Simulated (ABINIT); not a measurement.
HfO2:

```xyz
6
Lattice="3.5580 0.0000 0.0000 0.0000 3.5580 0.0000 0.0000 0.0000 5.1719" Properties=species:S:1:pos:R:3 pbc="T T T"
Hf    0.0000    0.0000    0.0000
Hf    1.7790    1.7790    2.5859
O     0.0000    1.7790    1.0199
O     1.7790    0.0000    1.5660
O     1.7790    0.0000    4.1519
O     0.0000    1.7790    3.6059
```

Measurements of this composition are mostly on another form, of space group No. 14.

Base run:

```yaml
Program: ABINIT 10.8.3 (patched build)
Functional: PBE
Potentials_or_basis: JTH PAW PBE v2.0
Cutoff: 626 eV
k_mesh: 6 × 6 × 4
Occupations: fermi-dirac, width 0.05 eV
Spin: no spin polarisation
```

Its results: band gap on the k mesh 4.77 eV, indirect (least direct gap 4.84 eV); pressure 6.8 GPa; largest force 0.133 eV/Å.

Question: After a change of settings the same cell gave: band gap on the k mesh 4.55 eV, indirect (least direct gap 4.63 eV); pressure -8.3 GPa; largest force 0.019 eV/Å. Which change was it?
A. k mesh from 6 × 6 × 4 to 3 × 3 × 2
B. functional from PBE to PBEsol
C. functional from PBE to LDA; potentials or basis from JTH PAW PBE v2.0 to JTH PAW LDA v2.0
D. functional from PBE to PBEsol; k mesh from 6 × 6 × 4 to 5 × 5 × 3

Answer: C.

Caveats: spin-orbit coupling is left out, which moves the levels of the heavy elements.
